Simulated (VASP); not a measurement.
# Sn (Immm) in VASP: further runs

The runs below take Sn through single point, with PBE.

All numbers are computed with VASP 6.6.1; they aren't measurements. Logs are shortened: lines on timing, memory, paths and dates and some standing lists are left out, and cuts for length are marked.

### 1 The structure

The structure is orthorhombic, space group Immm (No. 71). The conventional cell has a = 3.453 Å, b = 3.551 Å, c = 4.677 Å, α = 90.00°, β = 90.00°, γ = 90.00°. Sn (site symmetry mmm) has 12 Sn at 3.41 to 3.55 Å as nearest neighbours.

This isn't the form of Sn at room conditions, which is tetragonal (white tin).

### 2 Single point, PBE

Contents of INCAR:

```
SYSTEM = Sn
ADDGRID = .FALSE.
ALGO = Normal
EDIFF = 1E-4
ENCUT = 450
GGA = PE
ISIF = 2
ISMEAR = 1
LASPH = .TRUE.
LCHARG = .FALSE.
LREAL = Auto
LWAVE = .FALSE.
NELM = 100
PREC = Normal
SIGMA = 0.2
```

Contents of KPOINTS:

```
k-points
0
G
  12 12 12
  0 0 0
```

Contents of POSCAR:

```
Sn
1.0
   -1.7265390000      1.7755470000      2.3383420000
    1.7265390000     -1.7755470000      2.3383420000
    1.7265390000      1.7755470000     -2.3383420000
Sn
1
Direct
    0.0000000000      0.0000000000      0.0000000000
```

Potentials or basis: VASP PAW PBE potentials, release 64 (Sn).

Command:

```
$ cat potpaw_PBE.64/Sn/POTCAR > POTCAR
$ mpirun -np 1 vasp_std > vasp.out
```

OUTCAR:

```text
SYSTEM = Sn
   EDIFF = 1E-4
   ENCUT = 450
   GGA = PE
   ISIF = 2
   ISMEAR = 1
   LASPH = .TRUE.
   LREAL = Auto
   NELM = 100
   PREC = Normal

 Found    280 irreducible k-points:

 Following reciprocal coordinates:
            Coordinates               Weight
  0.000000  0.000000  0.000000      1.000000
  0.083333  0.000000 -0.000000      4.000000
  0.166667  0.000000 -0.000000      4.000000
  0.250000  0.000000 -0.000000      4.000000
  0.333333  0.000000  0.000000      4.000000
  0.416667  0.000000 -0.000000      4.000000
   k-points           NKPTS =    280   k-points in BZ     NKDIM =    280   number of bands    NBANDS=      6
   number of dos      NEDOS =    301   number of ions     NIONS =      1
   total plane-waves  NPLWV =   5832
   dimension x,y,z NGX =    18 NGY =   18 NGZ =   18
   dimension x,y,z NGXF=    36 NGYF=   36 NGZF=   36
   ions per type =               1
   NGX,Y,Z   is equivalent  to a cutoff of   8.79,  8.79,  8.79 a.u.
   NGXF,Y,Z  is equivalent  to a cutoff of  17.57, 17.57, 17.57 a.u.
 SYSTEM =  Sn
   PREC   = normal    normal or accurate (medium, high low for compatibility)
   ISTART =      0    job   : 0-new  1-cont  2-samecut
   ICHARG =      2    charge: 1-file 2-atom 10-const
   ISPIN  =      1    spin polarized calculation?
   LNONCOLLINEAR =      F non collinear calculations
   LSORBIT =      F    spin-orbit coupling
   LASPH  =      T    aspherical Exc in radial PAW
   ENCUT  =  450.0 eV  33.07 Ry    5.75 a.u.   5.89  5.89  5.89*2*pi/ulx,y,z
   NELM   =    100;   NELMIN=  2; NELMDL= -5     # of ELM steps
   EDIFF  = 0.1E-03   stopping-criterion for ELM
   LREAL  =      T    real-space projection
   EDIFFG = 0.1E-02   stopping-criterion for IOM
   NSW    =      0    number of steps for IOM
   IBRION =     -1    ionic relax: 0-MD 1-quasi-New 2-CG
   NFREE  =      0    steps in history (QN), initial steepest desc. (CG)
   ISIF   =      2    stress and relaxation
   ISYM   =      2    0-nonsym 1-usesym 2-fastsym
   POTIM  = 0.5000    time-step for ionic-motion
   TEBEG  =    0.0;   TEEND  =   0.0 temperature during run
   PSTRESS=    0.0 pullay stress
   NELECT =       4.0000    total number of electrons
   NUPDOWN=      -1.0000    fix difference up-down
   EMIN   =  10.00;   EMAX   =-10.00  energy-range for DOS
   EFERMI =   0.00;   METHOD = LEGACY
   ISMEAR =     1;   SIGMA  =   0.20  broadening in eV -4-tet -1-fermi 0-gaus
   EFERMI_NEDOS =   21; number of points for ismear=-14 and -15
   IALGO  =     38    algorithm
   IMIX   =      4    mixing-type and parameters
     AMIX     =   0.40;   BMIX     =  1.00
     AMIX_MAG =   1.60;   BMIX_MAG =  1.00
  volume/ion in A,a.u.               =      28.67       193.50
  Fermi-wavevector in a.u.,A,eV,Ry     =   0.849055  1.604482  9.808370  0.720895
  Thomas-Fermi vector in A             =   1.964816
   LORBIT       =      0    0 simple, 1 ext, 2 COOP (PROOUT), +10 PAW based schemes
   GGA     = PE    functional components
   LHFCALC =     F    Hartree Fock is set to
   AEXX    =    0.0000 exact exchange contribution
   IVDW    =     0    specifies the selected vdW correction
   LEPSILON=     F    determine dielectric tensor
   LRPA    =     F    only Hartree local field effects (RPA)
 non-spin polarized calculation
 Methfessel and Paxton  Order N= 1 SIGMA  =   0.20
  energy-cutoff  :      450.00
  volume of cell :       28.67
 maximum number of plane-waves:       634
   NGX = 11   NGY = 11   NGZ = 11

 number of electron       4.0000000 magnetization

 Free energy of the ion-electron system (eV)
  ---------------------------------------------------
  ext. energy  EPLUGINS =         0.00000000
  ---------------------------------------------------
  free energy    TOTEN  =        -3.76512239 eV

  energy without entropy =       -3.76406396  energy(sigma->0) =       -3.76476958

 E-fermi :   4.9440     XC(G=0):  -9.9662

 val. band max:        4.9317224315   @ k =   0.2500   0.0833  -0.0000
 cond. band min:       4.9663087829   @ k =   0.4167  -0.4167   0.1667
 fundamental gap:      0.0345863513
 Fermi energy:         4.9439693992

 k-point     1 :       0.0000    0.0000    0.0000
  band No.  band energies     occupation
      1      -5.8263      2.00000
      2      11.9798      0.00000
      3      12.1202      0.00000
      4      12.5291      0.00000
      5      15.5909      0.00000
      6      15.7991      0.00000

 k-point     2 :       0.0833    0.0000   -0.0000
  band No.  band energies     occupation
      1      -5.6921      2.00000
      2      10.6151      0.00000
      3      11.9432      0.00000
      4      12.2618      0.00000
      5      14.9263      0.00000
      6      16.3532      0.00000

 k-point     3 :       0.1667    0.0000   -0.0000
  band No.  band energies     occupation
      1      -5.2901      2.00000
      2       8.1522     -0.00000
      3      11.6624      0.00000
      4      11.6891      0.00000
      5      14.5758      0.00000
      6      16.9085      0.00000

 k-point     4 :       0.2500    0.0000   -0.0000
  band No.  band energies     occupation
      1      -4.6247      2.00000
      2       5.6882     -0.00000
      3      11.0950      0.00000
      4      11.3672      0.00000
      5      14.3824      0.00000
      6      16.1828      0.00000

 k-point     5 :       0.3333    0.0000    0.0000
  band No.  band energies     occupation
      1      -3.7125      2.00000
      2       3.4366      2.00000
      3      10.6122      0.00000
      4      11.1344      0.00000
      5      14.3448      0.00000
      6      15.5174      0.00000

 k-point     6 :       0.4167    0.0000   -0.0000
  band No.  band energies     occupation
      1      -2.6321      2.00000
      2       1.5361      2.00000
      3      10.3020      0.00000
      4      10.9919      0.00000
      5      14.4285      0.00000
      6      15.1047      0.00000

 [... further k-points ...]

------------------------ aborting loop because EDIFF is reached ----------------------------------------

  FORCE on cell =-STRESS in cart. coord.  units (eV):
  Direction    XX          YY          ZZ          XY          YZ          ZX
  --------------------------------------------------------------------------------------
  -------------------------------------------------------------------------------------
  Total       -0.1189684     -0.2955804     -0.2974533     -0.0000000      0.0000000      0.0000000
  in kB       -6.6476138    -16.5161829    -16.6208354     -0.0000000      0.0000000      0.0000000
  external PRESSURE =     -13.2615440 kB  Pullay stress =       0.0000000 kB

 VOLUME and BASIS-vectors are now :
 -----------------------------------------------------------------------------
  energy-cutoff  :      450.00
  volume of cell :       28.67
      direct lattice vectors                 reciprocal lattice vectors
    -1.726539000  1.775547000  2.338342000     0.000000000  0.281603359  0.213826720
     1.726539000 -1.775547000  2.338342000     0.289596702  0.000000000  0.213826720
     1.726539000  1.775547000 -2.338342000     0.289596702  0.281603359  0.000000000

 POSITION                                       TOTAL-FORCE (eV/Angst)
 -----------------------------------------------------------------------------------
      0.00000      0.00000      0.00000         0.000000      0.000000      0.000000
 -----------------------------------------------------------------------------------
    total drift:                                0.000000     -0.000000     -0.000000

  FREE ENERGIE OF THE ION-ELECTRON SYSTEM (eV)
  ---------------------------------------------------
  free  energy   TOTEN  =        -3.7651223876 eV

  energy  without entropy=       -3.7640639621  energy(sigma->0) =       -3.76476958
```

Run time: 12 s. Hardware: 1 thread of Intel Xeon 6975P-C (Granite Rapids), shared host; peak memory 0.13 GiB.

The run converged, but some of its settings lie outside the range that counts as converged, so its numbers aren't taken as properties of the crystal.

What came out:

```yaml
Free_energy: -3.7651 eV
Pressure: -1.3 GPa
Band_gap_on_the_k_mesh: none (metal or under the smearing width)
```

### 3 Single point, PBE

INCAR is that of step 2.

KPOINTS is that of step 2.

Contents of POSCAR:

```
Sn
1.0
   -1.6810770000      1.7214010000      2.3373330000
    1.7271670000     -1.7623000000      2.4024190000
    1.7145940000      1.7948920000     -2.3683880000
Sn
1
Direct
    0.0245380000     -0.0183670000      0.0024320000
```

Potentials or basis: VASP PAW PBE potentials, release 64 (Sn).

Command:

```
$ cat potpaw_PBE.64/Sn/POTCAR > POTCAR
$ mpirun -np 1 vasp_std > vasp.out
```

Wall time 32 s (1 thread of Intel Xeon 6975P-C (Granite Rapids), shared host); peak memory 0.18 GiB.

The run converged, but some of its settings lie outside the range that counts as converged, so its numbers aren't taken as properties of the crystal.

Results:

| Quantity | Value |
| --- | --- |
| Free energy | -3.7651 eV |
| Pressure | -1.3 GPa |
| Band gap on the k mesh | none (metal or under the smearing width) |

### 4 Single point, PBE

Contents of INCAR:

```
SYSTEM = Sn
ADDGRID = .FALSE.
ALGO = Normal
EDIFF = 1E-7
ENCUT = 350
GGA = PE
ISIF = 2
ISMEAR = 1
LASPH = .TRUE.
LCHARG = .FALSE.
LREAL = .FALSE.
LWAVE = .FALSE.
NELM = 100
PREC = Accurate
SIGMA = 0.2
```

Contents of KPOINTS:

```
k-points
0
G
  14 14 14
  0 0 0
```

Contents of POSCAR:

```
Sn
1.0
   -1.7265390000      1.7755470000      2.3383420000
    1.7265390000     -1.7755470000      2.3383420000
    1.7265390000      1.7755470000     -2.3383420000
Sn
1
Direct
    0.0000000000      0.0000000000      0.0000000000
```

Potentials or basis: VASP PAW PBE potentials, release 64 (Sn).

Command:

```
$ cat potpaw_PBE.64/Sn/POTCAR > POTCAR
$ mpirun -np 1 vasp_std > vasp.out
```

OUTCAR:

```text
SYSTEM = Sn
   EDIFF = 1E-7
   ENCUT = 350
   GGA = PE
   ISIF = 2
   ISMEAR = 1
   LASPH = .TRUE.
   LREAL = .FALSE.
   NELM = 100
   PREC = Accurate

 Found    428 irreducible k-points:

 Following reciprocal coordinates:
            Coordinates               Weight
  0.000000  0.000000  0.000000      1.000000
  0.071429  0.000000 -0.000000      4.000000
  0.142857  0.000000  0.000000      4.000000
  0.214286  0.000000 -0.000000      4.000000
  0.285714  0.000000 -0.000000      4.000000
  0.357143  0.000000 -0.000000      4.000000
[... 130 lines left out ...]

------------------------ aborting loop because EDIFF is reached ----------------------------------------

  FORCE on cell =-STRESS in cart. coord.  units (eV):
  Direction    XX          YY          ZZ          XY          YZ          ZX
  --------------------------------------------------------------------------------------
  -------------------------------------------------------------------------------------
  Total       -0.1177379     -0.2017115     -0.2534228     -0.0000000      0.0000000      0.0000000
  in kB       -6.5788551    -11.2710578    -14.1605351     -0.0000000      0.0000000      0.0000000
  external PRESSURE =     -10.6701493 kB  Pullay stress =       0.0000000 kB

 VOLUME and BASIS-vectors are now :
 -----------------------------------------------------------------------------
  energy-cutoff  :      350.00
  volume of cell :       28.67
      direct lattice vectors                 reciprocal lattice vectors
    -1.726539000  1.775547000  2.338342000     0.000000000  0.281603359  0.213826720
     1.726539000 -1.775547000  2.338342000     0.289596702  0.000000000  0.213826720
     1.726539000  1.775547000 -2.338342000     0.289596702  0.281603359  0.000000000

 POSITION                                       TOTAL-FORCE (eV/Angst)
 -----------------------------------------------------------------------------------
      0.00000      0.00000      0.00000         0.000000     -0.000000     -0.000000
 -----------------------------------------------------------------------------------
    total drift:                                0.000000     -0.000000     -0.000000

  FREE ENERGIE OF THE ION-ELECTRON SYSTEM (eV)
  ---------------------------------------------------
  free  energy   TOTEN  =        -3.7732676007 eV

  energy  without entropy=       -3.7727497668  energy(sigma->0) =       -3.77309499
```

OSZICAR:

```text
N       E                     dE             d eps       ncg     rms          rms(c)
DAV:   1    -0.261066648057E+00   -0.26107E+00   -0.11694E+03  5226   0.342E+02
DAV:   2    -0.375071396304E+01   -0.34896E+01   -0.33093E+01  7110   0.334E+01
DAV:   3    -0.378657626252E+01   -0.35862E-01   -0.35794E-01  6162   0.367E+00
DAV:   4    -0.378662209866E+01   -0.45836E-04   -0.45835E-04  7236   0.152E-01
DAV:   5    -0.378662217743E+01   -0.78771E-07   -0.78933E-07  6372   0.408E-03    0.129E+00
DAV:   6    -0.377851316474E+01    0.81090E-02   -0.20938E-03  6126   0.313E-01    0.755E-01
DAV:   7    -0.377319400706E+01    0.53192E-02   -0.59533E-03  5448   0.528E-01    0.526E-02
DAV:   8    -0.377326616264E+01   -0.72156E-04   -0.66524E-05  7254   0.643E-02    0.869E-03
DAV:   9    -0.377326759079E+01   -0.14282E-05   -0.24042E-06  6312   0.126E-02    0.321E-03
DAV:  10    -0.377326760067E+01   -0.98760E-08   -0.48946E-07  6456   0.455E-03
   1 F= -.37732676E+01 E0= -.37730950E+01  d E =-.517834E-03
```

Wall time 14 s (1 thread of Intel Xeon 6975P-C (Granite Rapids), shared host); peak memory 0.17 GiB.

These settings aren't checked as converged: the numbers below hold their error.

What came out:

| Quantity | Value |
| --- | --- |
| Free energy | -3.7733 eV |
| Pressure | -1.1 GPa |
| Band gap on the k mesh | none (metal or under the smearing width) |

### 5 Single point, PBE

INCAR is that of step 4.

KPOINTS is that of step 4.

Contents of POSCAR:

```
Sn
1.0
   -1.6810770000      1.7214010000      2.3373330000
    1.7271670000     -1.7623000000      2.4024190000
    1.7145940000      1.7948920000     -2.3683880000
Sn
1
Direct
    0.0245380000     -0.0183670000      0.0024320000
```

Command:

```
$ cat potpaw_PBE.64/Sn/POTCAR > POTCAR
$ mpirun -np 1 vasp_std > vasp.out
```

It took 45 s on 1 thread of Intel Xeon 6975P-C (Granite Rapids), shared host; peak memory 0.25 GiB.

These settings aren't checked as converged: the numbers below hold their error.

Results:

| Property | Result |
| --- | --- |
| Free energy | -3.7715 eV |
| Pressure | -1.1 GPa |
| Band gap on the k mesh | none (metal or under the smearing width) |

### 6 Single point, PBE

INCAR, as its differences from that of step 5:

```diff
@@ -4,3 +4,3 @@
 EDIFF = 1E-7
-ENCUT = 350
+ENCUT = 400
 GGA = PE
```

KPOINTS is that of step 5.

Contents of POSCAR:

```
Sn
1.0
   -1.7265390000      1.7755470000      2.3383420000
    1.7265390000     -1.7755470000      2.3383420000
    1.7265390000      1.7755470000     -2.3383420000
Sn
1
Direct
    0.0000000000      0.0000000000      0.0000000000
```

Potentials or basis: VASP PAW PBE potentials, release 64 (Sn).

Command:

```
$ cat potpaw_PBE.64/Sn/POTCAR > POTCAR
$ mpirun -np 1 vasp_std > vasp.out
```

Wall time 13 s (1 thread of Intel Xeon 6975P-C (Granite Rapids), shared host); peak memory 0.18 GiB.

The run converged, but some of its settings lie outside the range that counts as converged, so its numbers aren't taken as properties of the crystal.

Results:

```
Free energy            : -3.7733 eV
Pressure               : -1.1 GPa
Band gap on the k mesh : none (metal or under the smearing width)
```
